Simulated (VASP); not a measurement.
# Se (R-3m) in VASP: notebook

Runs on Se. Level: PBEsol. Tasks: relaxation of cell and atoms.

Everything below comes from runs of VASP 6.6.1. Logs are shortened: lines on timing, memory, paths and dates and some standing lists are left out, and cuts for length are marked.

## 1. The crystal as given

It takes space group R-3m (No. 166, trigonal). Conventional cell: a = 3.850 Å, b = 3.850 Å, c = 2.645 Å, α = 90.00°, β = 90.00°, γ = 120.00°. Se (site symmetry -3m) is surrounded by 8 Se at 2.39 to 2.65 Å.

This isn't the form of Se at room conditions, which is trigonal, of chains.

## 2. Relaxation of cell and atoms, PBEsol, target pressure 125 GPa, at which the enthalpy is minimised

INCAR

```
SYSTEM = Se
ALGO     = Normal         ! electronic algorithm
EDIFF    = 1E-7           ! SCF threshold, eV
EDIFFG   = -0.002         ! ionic threshold
ENCUT    = 520            ! plane-wave cutoff, eV
GGA      = PS             ! functional
IBRION   = 2              ! ionic algorithm
ISIF     = 3              ! what is computed and relaxed
ISMEAR   = 0              ! smearing method
LASPH    = .TRUE.         ! aspherical terms in the spheres
LCHARG   = .FALSE.        ! write CHGCAR
LREAL    = .FALSE.        ! projectors in reciprocal space
LWAVE    = .FALSE.        ! write WAVECAR
NELM     = 80             ! most SCF steps
NSW      = 80             ! ionic steps
PREC     = Accurate       ! precision mode
PSTRESS  = 1250.0       
SIGMA    = 0.1            ! smearing width, eV
```

KPOINTS

```
k-points
0
G
  30 30 30
  0 0 0
```

POSCAR

```
Se
1.0
    1.9250000000      1.1113992700      0.8816666700
   -1.9250000000      1.1113992700      0.8816666700
    0.0000000000     -2.2227985400      0.8816666700
Se
1
Direct
    0.0000000000      0.0000000000      0.0000000000
```

Potentials or basis: VASP PAW PBE potentials, release 64 (Se).

Run with:

```
$ cat potpaw_PBE.64/Se/POTCAR > POTCAR
$ mpirun -np 1 vasp_std > vasp.out
```

OUTCAR:

```text
SYSTEM = Se
   EDIFF = 1E-7
   EDIFFG = -0.002
   ENCUT = 520
   GGA = PS
   IBRION = 2
   ISIF = 3
   ISMEAR = 0
   LASPH = .TRUE.
   LREAL = .FALSE.
   NELM = 80
   NSW = 80
   PREC = Accurate
   PSTRESS = 1250.0

 ion  position               nearest neighbor table
   1  0.000  0.000  0.000-

  LATTYP: Found a trigonal (rhomboedric) cell.
 ALAT       =     2.3912694232
 COS(alpha) =    -0.2960878580

  Lattice vectors:

 A1 = (   1.9250000000,   1.1113992700,   0.8816666700)
 A2 = (  -1.9250000000,   1.1113992700,   0.8816666700)
 A3 = (   0.0000000000,  -2.2227985400,   0.8816666700)

Analysis of symmetry for initial positions (statically):
=====================================================================
 Subroutine PRICEL returns:
 Original cell was already a primitive cell.

 Routine SETGRP: Setting up the symmetry group for a
 trigonal (rhombohedral) supercell.

 Subroutine GETGRP returns: Found 12 space group operations
 (whereof 12 operations were pure point group operations)
 out of a pool of 12 trial point group operations.

The static configuration has the point symmetry D_3d.

Analysis of symmetry for dynamics (positions and initial velocities):
=====================================================================
 Subroutine PRICEL returns:
 Original cell was already a primitive cell.

 Routine SETGRP: Setting up the symmetry group for a
 trigonal (rhombohedral) supercell.

 Subroutine GETGRP returns: Found 12 space group operations
 (whereof 12 operations were pure point group operations)
 out of a pool of 12 trial point group operations.

The dynamic configuration has the point symmetry D_3d.

 Subroutine INISYM returns: Found 12 space group operations
 (whereof 12 operations are pure point group operations),
 and found     1 'primitive' translations

----------------------------------------------------------------------------------------

                                     Primitive cell

  volume of cell :      11.3177

  direct lattice vectors                    reciprocal lattice vectors
     1.925000000  1.111399270  0.881666670     0.259740260  0.149961109  0.378071832
    -1.925000000  1.111399270  0.881666670    -0.259740260  0.149961109  0.378071832
     0.000000000 -2.222798540  0.881666670     0.000000000 -0.299922217  0.378071832

  length of vectors
     2.391269423  2.391269423  2.391269426     0.482588486  0.482588486  0.482588486

  position of ions in fractional coordinates (direct lattice)
     0.000000000  0.000000000  0.000000000

  ion indices of the primitive-cell ions
   primitive index   ion index
                 1           1

----------------------------------------------------------------------------------------

 KPOINTS: k-points

Automatic generation of k-mesh.
 Grid dimensions read from file:
 generate k-points for:   30   30   30

 Generating k-lattice:

  Cartesian coordinates                     Fractional coordinates (reciprocal lattice)
     0.008658009  0.004998704  0.012602394     0.033333333  0.000000000  0.000000000
    -0.008658009  0.004998704  0.012602394     0.000000000  0.033333333  0.000000000
     0.000000000 -0.009997407  0.012602394     0.000000000  0.000000000  0.033333333

  Length of vectors
     0.016086283  0.016086283  0.016086283

  Shift w.r.t. Gamma in fractional coordinates (k-lattice)
     0.000000000  0.000000000  0.000000000

 Subroutine IBZKPT returns following result:
 ===========================================

 Found   2496 irreducible k-points:

 Following reciprocal coordinates:
            Coordinates               Weight
  0.000000  0.000000  0.000000      1.000000
  0.033333  0.000000  0.000000      6.000000
  0.066667  0.000000  0.000000      6.000000
  0.100000 -0.000000  0.000000      6.000000
  0.133333  0.000000  0.000000      6.000000
  0.166667  0.000000  0.000000      6.000000
[... 16 lines left out ...]
  0.233333  0.033333  0.000000     12.000000
  0.266667  0.033333  0.000000     12.000000
 [... further k-points ...]
   k-points           NKPTS =   2496   k-points in BZ     NKDIM =   2496   number of bands    NBANDS=      7
   number of dos      NEDOS =    301   number of ions     NIONS =      1
   total plane-waves  NPLWV =   5832
   dimension x,y,z NGX =    18 NGY =   18 NGZ =   18
   dimension x,y,z NGXF=    36 NGYF=   36 NGZF=   36
   ions per type =               1
   NGX,Y,Z   is equivalent  to a cutoff of  12.51, 12.51, 12.51 a.u.
   NGXF,Y,Z  is equivalent  to a cutoff of  25.03, 25.03, 25.03 a.u.
 SYSTEM =  Se
   PREC   = accura    normal or accurate (medium, high low for compatibility)
   ISTART =      0    job   : 0-new  1-cont  2-samecut
   ICHARG =      2    charge: 1-file 2-atom 10-const
   ISPIN  =      1    spin polarized calculation?
   LNONCOLLINEAR =      F non collinear calculations
   LSORBIT =      F    spin-orbit coupling
   LASPH  =      T    aspherical Exc in radial PAW
   ENCUT  =  520.0 eV  38.22 Ry    6.18 a.u.   4.45  4.45  4.45*2*pi/ulx,y,z
   NELM   =     80;   NELMIN=  2; NELMDL= -5     # of ELM steps
   EDIFF  = 0.1E-06   stopping-criterion for ELM
   LREAL  =      F    real-space projection
   EDIFFG = -.2E-02   stopping-criterion for IOM
   NSW    =     80    number of steps for IOM
   IBRION =      2    ionic relax: 0-MD 1-quasi-New 2-CG
   NFREE  =      1    steps in history (QN), initial steepest desc. (CG)
   ISIF   =      3    stress and relaxation
   ISYM   =      2    0-nonsym 1-usesym 2-fastsym
   POTIM  = 0.5000    time-step for ionic-motion
   TEBEG  =    0.0;   TEEND  =   0.0 temperature during run
   PSTRESS= 1250.0 pullay stress
   NELECT =       6.0000    total number of electrons
   NUPDOWN=      -1.0000    fix difference up-down
   EMIN   =  10.00;   EMAX   =-10.00  energy-range for DOS
   EFERMI =   0.00;   METHOD = LEGACY
   ISMEAR =     0;   SIGMA  =   0.10  broadening in eV -4-tet -1-fermi 0-gaus
   EFERMI_NEDOS =   21; number of points for ismear=-14 and -15
   IALGO  =     38    algorithm
   IMIX   =      4    mixing-type and parameters
     AMIX     =   0.40;   BMIX     =  1.00
     AMIX_MAG =   1.60;   BMIX_MAG =  1.00
  volume/ion in A,a.u.               =      11.32        76.38
  Fermi-wavevector in a.u.,A,eV,Ry     =   1.324971  2.503832 23.885687  1.755548
  Thomas-Fermi vector in A             =   2.454466
   LORBIT       =      0    0 simple, 1 ext, 2 COOP (PROOUT), +10 PAW based schemes
   GGA     = PS    functional components
   LHFCALC =     F    Hartree Fock is set to
   AEXX    =    0.0000 exact exchange contribution
   IVDW    =     0    specifies the selected vdW correction
   LEPSILON=     F    determine dielectric tensor
   LRPA    =     F    only Hartree local field effects (RPA)
 conjugate gradient relaxation of ions
 non-spin polarized calculation
 Gauss-broadening in eV      SIGMA  =   0.10
  energy-cutoff  :      520.00
  volume of cell :       11.32
 maximum number of plane-waves:       316
 NGX is ok and might be reduce to    18
   NGX =  9   NGY =  9   NGZ =  9

--------------------------------------- Ionic step        1  -------------------------------------------

 number of electron       6.0000000 magnetization

 Free energy of the ion-electron system (eV)
  ---------------------------------------------------
  ext. energy  EPLUGINS =         0.00000000
  ---------------------------------------------------
  free energy    TOTEN  =        -1.07670964 eV

  energy without entropy =       -1.07489843  energy(sigma->0) =       -1.07580404

------------------------ aborting loop because EDIFF is reached ----------------------------------------

  FORCE on cell =-STRESS in cart. coord.  units (eV):
  Direction    XX          YY          ZZ          XY          YZ          ZX
  --------------------------------------------------------------------------------------
  -------------------------------------------------------------------------------------
  Total       10.8747532     10.8747532     10.5166354      0.0000000     -0.0000000      0.0000000
  in kB     1539.4779662   1539.4779712   1488.7812341      0.0000000     -0.0000000      0.0000000
  external PRESSURE =     272.5790572 kB  Pullay stress =    1250.0000000 kB
[... 22 lines left out ...]
  enthalpy is  TOTEN    =         7.7531936155 eV   P V=        8.8299032566

--------------------------------------- Ionic step        2  -------------------------------------------

 number of electron       5.9999997 magnetization

 E-fermi :   9.9362     XC(G=0): -12.2011

 val. band max:        9.9357665432   @ k =   0.2667   0.2000   0.0667
 cond. band min:       9.9365212830   @ k =  -0.2000   0.5000   0.2000
 fundamental gap:      0.0007547398
 Fermi energy:         9.9361881817

 k-point     1 :       0.0000    0.0000    0.0000
  band No.  band energies     occupation
      1      -9.7533      2.00000
      2      13.7264      0.00000
      3      15.2872      0.00000
      4      15.2872      0.00000
      5      22.0214      0.00000
      6      22.0214      0.00000
      7      23.3168      0.00000
[... 221 lines left out ...]
 k-point    24 :       0.2667    0.0333    0.0000
  band No.  band energies     occupation
      1      -7.6107      2.00000
      2       5.5933      2.00000
      3      11.6360      0.00000
      4      13.7024      0.00000
      5      19.4978      0.00000
      6      19.9800      0.00000
      7      26.7987      0.00000

 [... further k-points ...]
[... 5 lines left out ...]
  --------------------------------------------------------------------------------------
  -------------------------------------------------------------------------------------
  Total        3.7658796      3.7658796      4.2700914      0.0000000     -0.0000000      0.0000000
  in kB      408.4390680    408.4390706    463.1247874      0.0000000     -0.0000000      0.0000000
  external PRESSURE =    -823.3323580 kB  Pullay stress =    1250.0000000 kB
[... 53 lines left out ...]
  FREE ENERGIE OF THE ION-ELECTRON SYSTEM (eV)
  ---------------------------------------------------
  free  energy   TOTEN  =        -1.6031882150 eV

  energy  without entropy=       -1.6014012023  energy(sigma->0) =       -1.60229471

  enthalpy is  TOTEN    =         7.7080630312 eV   P V=        9.3112512462

[... ionic steps 4 to 16 ...]

--------------------------------------- Ionic step       17  -------------------------------------------

 number of electron       5.9999998 magnetization

------------------------ aborting loop because EDIFF is reached ----------------------------------------

  FORCE on cell =-STRESS in cart. coord.  units (eV):
  Direction    XX          YY          ZZ          XY          YZ          ZX
  --------------------------------------------------------------------------------------
  -------------------------------------------------------------------------------------
  Total        9.3402759      9.3402766      9.4113767      0.0000000      0.0000000      0.0000000
  in kB     1271.9556785   1271.9557673   1281.6381575      0.0000000      0.0000000      0.0000000
  external PRESSURE =      25.1832011 kB  Pullay stress =    1250.0000000 kB
[... 59 lines left out ...]
  enthalpy is  TOTEN    =         7.6995233094 eV   P V=        9.1932544205

--------------------------------------- Ionic step       19  -------------------------------------------

 number of electron       5.9999998 magnetization

 Free energy of the ion-electron system (eV)
  ---------------------------------------------------
  ext. energy  EPLUGINS =         0.00000000
  ---------------------------------------------------
  free energy    TOTEN  =        -1.52236113 eV

  energy without entropy =       -1.52048166  energy(sigma->0) =       -1.52142140

 E-fermi :  13.9725     XC(G=0): -13.2985

 val. band max:       13.9617712353   @ k =  -0.4000   0.4333   0.2000
 cond. band min:      13.9726447451   @ k =   0.5000   0.4000   0.3333
 fundamental gap:      0.0108735099
 Fermi energy:        13.9724965822

 k-point     1 :       0.0000    0.0000    0.0000
  band No.  band energies     occupation
      1      -9.0167      2.00000
      2      20.8409      0.00000
      3      20.8429      0.00000
      4      20.8429      0.00000
      5      27.7682      0.00000
      6      27.7682      0.00000
      7      27.7690      0.00000
[... 221 lines left out ...]
 k-point    24 :       0.2667    0.0333    0.0000
  band No.  band energies     occupation
      1      -6.1134      2.00000
      2       9.5175      2.00000
      3      15.8648      0.00000
      4      18.5657      0.00000
      5      23.0686      0.00000
      6      23.5342      0.00000
      7      30.4735      0.00000

 [... further k-points ...]
[... 5 lines left out ...]
  --------------------------------------------------------------------------------------
  -------------------------------------------------------------------------------------
  Total        9.2232467      9.2232474      9.2233694      0.0000000      0.0000000      0.0000000
  in kB     1250.2186856   1250.2187828   1250.2353090      0.0000000      0.0000000      0.0000000
  external PRESSURE =       0.2242591 kB  Pullay stress =    1250.0000000 kB
[... 16 lines left out ...]
  FREE ENERGIE OF THE ION-ELECTRON SYSTEM (eV)
  ---------------------------------------------------
  free  energy   TOTEN  =        -1.5223611281 eV

  energy  without entropy=       -1.5204816649  energy(sigma->0) =       -1.52142140

  enthalpy is  TOTEN    =         7.6992722823 eV   P V=        9.2216334104

 reached required accuracy - stopping structural energy minimisation
```

Run time: 10 min. Hardware: 1 thread of Intel Xeon 6975P-C (Granite Rapids), shared host; peak memory 0.31 GiB.

Results:

```
Free energy                                            : -1.5224 eV
Relaxed volume                                         : 11.82 Å³/atom
Relaxed cell                                           : a = 2.485 Å, b = 2.485 Å, c = 2.485 Å, α = 109.47°, β = 109.47°, γ = 109.47°
Space group after relaxing (to 0.05 Å)                 : Im-3m (No. 229)
Energy change on relaxing (the enthalpy is what falls) : -445.7 meV/atom
Ionic steps                                            : 19
Pressure after relaxing                                : 125.0 GPa
Band gap on the k mesh                                 : none (metal or under the smearing width)
```

The path:
| step | energy change (eV) | largest force (eV/Å) | pressure (GPa) | volume (Å³) |
| --- | --- | --- | --- | --- |
| 1 | 0.0000 | 0.0000 | 152.26 | 11.32 |
| 2 | -1.8738 | 0.0000 | 42.67 | 14.77 |
| 3 | -0.5265 | 0.0000 | 122.02 | 11.93 |
| 4 | -0.4777 | 0.0000 | 124.83 | 11.87 |
| 5 | -0.4689 | 0.0000 | 125.33 | 11.86 |
| 6 | -0.4660 | 0.0000 | 125.32 | 11.86 |
| 7 | -0.4563 | 0.0000 | 125.46 | 11.84 |
| 8 | -0.4317 | 0.0000 | 126.34 | 11.81 |
| 9 | -0.3613 | 0.0000 | 129.89 | 11.71 |
| 10 | -0.3988 | 0.0000 | 127.79 | 11.76 |
| 11 | -0.3818 | 0.0000 | 128.71 | 11.74 |
| 12 | -0.3720 | 0.0000 | 129.27 | 11.73 |
| 13 | -0.3757 | 0.0000 | 129.06 | 11.73 |
| 14 | -0.3865 | 0.0000 | 128.43 | 11.74 |
| 15 | -0.4073 | 0.0000 | 127.24 | 11.77 |
| 16 | -0.3976 | 0.0000 | 127.80 | 11.76 |
| 17 | -0.4025 | 0.0000 | 127.52 | 11.77 |
| 18 | -0.4170 | 0.0000 | 126.68 | 11.78 |
| 19 | -0.4457 | 0.0000 | 125.02 | 11.82 |

Final structure:
```
CELL_PARAMETERS angstrom
2.02934 1.17164 0.82853
-2.02934 1.17164 0.82853
0.00000 -2.34328 0.82853
ATOMIC_POSITIONS crystal
Se 0.00000 0.00000 0.00000
```

Levels at points of the mesh, in eV from the Fermi level:
```
           k point  band 1  band 2  band 3  band 4  band 5  band 6  band 7
(0.00, 0.00, 0.00)  -22.99    6.87    6.87    6.87   13.80   13.80   13.80
(0.50, 0.00, 0.00)  -15.21  -12.48    0.40    3.77    7.36    7.79   21.36
(0.50, 0.50, 0.00)  -15.21  -12.48    0.39    3.77    7.36    7.79   21.36
(0.50, 0.50, 0.50)   -8.29   -6.06   -6.06   -6.06    0.66    0.66   29.36
```

Caveat: the cell is relaxed towards a set pressure, so the enthalpy falls and the energy may rise; the PAW data sets were made with another functional, which shifts forces and pressure a little.

## 3. Relaxation of cell and atoms, PBEsol, target pressure 125 GPa, at which the enthalpy is minimised

This run uses another cell than the first one, of 11.82 Å³/atom, 1.044 times its volume.

INCAR is that of step 2.

KPOINTS is that of step 2.

POSCAR

```
Se                                      
1.0
    2.0293390288      1.1716394801      0.8285306277
   -2.0293390288      1.1716394801      0.8285306277
    0.0000000000     -2.3432789601      0.8285306277
  Se            
     1
Direct
     0.0000000000000000    0.0000000000000000    0.0000000000000000
```

Potentials or basis: VASP PAW PBE potentials, release 64 (Se).

Run with:

```
$ cat potpaw_PBE.64/Se/POTCAR > POTCAR
$ mpirun -np 1 vasp_std > vasp.out
```

Wall time 1.7 min (1 thread of Intel Xeon 6975P-C (Granite Rapids), shared host); peak memory 0.31 GiB.

Results (log left out):

- Free energy: -1.5228 eV
- Energy change on relaxing (the enthalpy is what falls): -0.3 meV/atom
- Ionic steps: 3
- Pressure after relaxing: 125.0 GPa
- Band gap on the k mesh: none (metal or under the smearing width)

The path:
```tsv
step	energy change (eV)	largest force (eV/Å)	pressure (GPa)	volume (Å³)
1	0.0000	0.0000	125.03	11.82
2	-0.0031	0.0000	124.86	11.82
3	-0.0003	0.0000	125.01	11.82
```

Final structure:
```xyz
1
Lattice="2.0294 1.1717 0.8285 -2.0294 1.1717 0.8285 0.0000 -2.3433 0.8285" Properties=species:S:1:pos:R:3 pbc="T T T"
Se    0.0000    0.0000    0.0000
```

Levels at points of the mesh, in eV from the Fermi level:
```
           k point  band 1  band 2  band 3  band 4  band 5  band 6
(0.00, 0.00, 0.00)  -22.99    6.87    6.87    6.87   13.80   13.80
(0.50, 0.00, 0.00)  -15.21  -12.48    0.40    3.77    7.36    7.79
(0.50, 0.50, 0.00)  -15.21  -12.48    0.39    3.77    7.36    7.79
(0.50, 0.50, 0.50)   -8.29   -6.06   -6.06   -6.06    0.66    0.66
```

Caveat: the cell is relaxed towards a set pressure, so the enthalpy falls and the energy may rise; the PAW data sets were made with another functional, which shifts forces and pressure a little.

## 4. Relaxation of cell and atoms, PBEsol, target pressure 125 GPa, at which the enthalpy is minimised

This run uses another cell than the first one, of 11.82 Å³/atom, 1.044 times its volume.

INCAR is that of step 3.

KPOINTS is that of step 3.

POSCAR

```
Se                                      
1.0
    2.0293641496      1.1716539877      0.8285377602
   -2.0293641496      1.1716539877      0.8285377602
    0.0000000000     -2.3433079753      0.8285377602
  Se            
     1
Direct
     0.0000000000000000    0.0000000000000000    0.0000000000000000
```

Run with:

```
$ cat potpaw_PBE.64/Se/POTCAR > POTCAR
$ mpirun -np 1 vasp_std > vasp.out
```

Run time: 62 s. Hardware: 1 thread of Intel Xeon 6975P-C (Granite Rapids), shared host; peak memory 0.31 GiB.

Results (log left out):

```yaml
Free_energy: -1.5228 eV
Pressure_after_relaxing: 125.0 GPa
Band_gap_on_the_k_mesh: none (metal or under the smearing width)
```

Final structure:
```xyz
1
Lattice="2.0294 1.1717 0.8285 -2.0294 1.1717 0.8285 0.0000 -2.3433 0.8285" Properties=species:S:1:pos:R:3 pbc="T T T"
Se    0.0000    0.0000    0.0000
```

Levels at points of the mesh, in eV from the Fermi level:
| k point | band 1 | band 2 | band 3 | band 4 | band 5 | band 6 |
| --- | --- | --- | --- | --- | --- | --- |
| (0.00, 0.00, 0.00) | -22.99 | 6.87 | 6.87 | 6.87 | 13.80 | 13.80 |
| (0.50, 0.00, 0.00) | -15.21 | -12.48 | 0.40 | 3.77 | 7.36 | 7.79 |
| (0.50, 0.50, 0.00) | -15.21 | -12.48 | 0.39 | 3.77 | 7.36 | 7.79 |
| (0.50, 0.50, 0.50) | -8.29 | -6.06 | -6.06 | -6.06 | 0.66 | 0.66 |

Caveat: the relaxation stopped at its first step, so nothing moved; the cell is relaxed towards a set pressure, so the enthalpy falls and the energy may rise; the PAW data sets were made with another functional, which shifts forces and pressure a little.
